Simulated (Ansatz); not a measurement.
Os: one input, then a changed one

The cell was built from the sc type and relaxed in the same program, and has space group Pm-3m; it needn't be a known or the stable phase.

First run: DFT, LDA, all-electron LAPW, scalar-relativistic (Ansatz 0.2.0).

Command: `ansatz run input.yaml --threads 1 --pin off --max-ram 2048MiB --backend cpu --events-out ev --progress --plain --runs-dir out` The run took 27 s on 1 thread of Arm Neoverse V1 (shared host), peak memory 0.42 GiB.

```yaml
crystal:
  lattice:
    - [2.5574094138, 0.0, 0.0]
    - [0.0, 2.5574094138, 0.0]
    - [0.0, 0.0, 2.5574094138]
  atoms:
    - { symbol: Os, position: [0.0, 0.0, 0.0] }
kpoints:
  mp_grid: { grid: [15, 15, 15] }
  band_path:
    path:
      - [0.0, 0.0, 0.0]
      - [0.0, 0.5, 0.0]
      - [0.5, 0.5, 0.0]
      - [0.0, 0.0, 0.0]
      - [0.5, 0.5, 0.5]
      - [0.0, 0.5, 0.0]
      - [0.5, 0.5, 0.5]
      - [0.5, 0.5, 0.0]
    npoints: 5
scf:
  occupations: { method: fermi_dirac, width: 0.05 }
hamiltonian:
  xc: lda
  pseudopotentials: { kind: all_electron, lapw: { basis_error: 0.00025 } }
output:
  forces: true
  stress: true
  eigenvalues: true
```

Result: converged; pressure -13.27 GPa; no gap on the k mesh; 6 SCF iterations.

No spin–orbit coupling, which matters for the heavy atoms here.

The input is then changed:

```diff
@@ -7,5 +7,5 @@
     - { symbol: Os, position: [0.0, 0.0, 0.0] }
 kpoints:
-  mp_grid: { grid: [15, 15, 15] }
+  mp_grid: { grid: [10, 10, 10], shift: [0.5, 0.5, 0.5] }
   band_path:
     path:
@@ -28,3 +28,4 @@
   stress: true
   eigenvalues: true
+accuracy: high
```

**Question.** What does the second run give?

**Answer.** It converged; energy at zero smearing -25.4 meV/atom from the first run; pressure -13.94 GPa; no gap on the k mesh; 6 SCF iterations. Some of these settings are too coarse for converged properties.

The results part of its log:

```
SCF 1 converged in 6 iterations: F = -469158.416606 eV  dr2 = 1.49e-8
NSCF: frozen V_eff on 36 k-points
SCF converged after 6 iterations
Free energy (F): -469158.416606 eV
Harris-Foulkes:  -469158.416606 eV  (|F-HF|=2.63e-8)
Internal energy: -469158.408025 eV  (E = F + TS)
E sigma→0 (E₀):  -469158.412315 eV
Entropy (-TS):   -0.008581 eV (-8.581 meV/atom)
Fermi energy:    26.296415 eV
--- Per-component energies (eV) ---
  E_band       = -5377.973567
  E_kinetic    = 528863.898609
  E_xc         = -8989.592701
  E_electrostatic = -989032.713933  (all electrons and nuclei)
  E_smearing   = -0.008581  (= −TS)
  E_closure    = 0.000000  (closes the sum)
  E_atoms      = -469147.563741  (free atoms, spherical and without spin; not in F)
  Σ components = -469158.416606   (vs F -469158.416606, Δ=0.00e0)
  Basis errors (estimates in eV, not in F): energy 8.1e-5 per atom: plane waves 7.1e-5 (3.9e-5 summed), levels above the bands 1.7e-158, relativity 1.3e-8, radial functions 1.0e-5, core shells 5.6e-8; eigenvalues (radial functions only) 2.2e-7; not estimated: angular momenta, meshes, grids; target (lapw.basis_error) 2.5e-4; muffin-tin radii Os 1.279 Å
--- Forces (eV/Å), atoms counted from 1 ---
  atom   1  Os     0.00000000     0.00000000     0.00000000
  max |Σ_I F_I| component: 5.26e-31 eV/Å
--- Stress (GPa, compression-positive) ---
      -13.943007      -0.000000       0.000000
       -0.000000     -13.943007       0.000000
        0.000000       0.000000     -13.943007
  P = ⅓ Tr σ = -13.9430 GPa (-139.430 kbar)
--- Band table (eV; the first three rows and the last of 35) ---
  k-point 0: bands = ["-438.4638", "-438.4638", "-438.4638", "-240.5664", "-240.5664", "-240.5664", "-240.5604", "-240.5604", "-60.0529", "-20.5814", "-20.5814", "-20.5814", "-20.5753", "-20.5712", "-20.5712", "-20.5712", "-18.9807", "-18.9775", "-18.9775", "17.1070", "20.5279", "20.5279", "28.3235", "28.3902", "28.3902", "40.9589", "41.3791", "41.3791"]
  k-point 1: bands = ["-438.4638", "-438.4638", "-438.4638", "-240.5664", "-240.5664", "-240.5664", "-240.5604", "-240.5604", "-60.0403", "-20.5820", "-20.5803", "-20.5802", "-20.5757", "-20.5738", "-20.5699", "-20.5699", "-19.1679", "-18.9639", "-18.9619", "17.7076", "20.6676", "21.1953", "27.5995", "27.6388", "28.4401", "38.6942", "42.2120", "42.5142"]
  k-point 2: bands = ["-438.4638", "-438.4638", "-438.4638", "-240.5664", "-240.5664", "-240.5664", "-240.5604", "-240.5604", "-60.0198", "-20.5829", "-20.5791", "-20.5790", "-20.5789", "-20.5764", "-20.5673", "-20.5673", "-19.4649", "-18.9385", "-18.9366", "18.6285", "20.9047", "22.4853", "26.6120", "26.6306", "28.5433", "36.1278", "43.7105", "43.7205"]
  k-point 34: bands = ["-438.4638", "-438.4638", "-438.4638", "-240.5664", "-240.5664", "-240.5664", "-240.5604", "-240.5604", "-59.8574", "-20.5903", "-20.5903", "-20.5903", "-20.5826", "-20.5698", "-20.5698", "-20.5697", "-19.6911", "-19.6886", "-19.6886", "21.1067", "21.2431", "21.2431", "30.5159", "30.5159", "34.9402", "36.0510", "38.0300", "38.0300"]
```
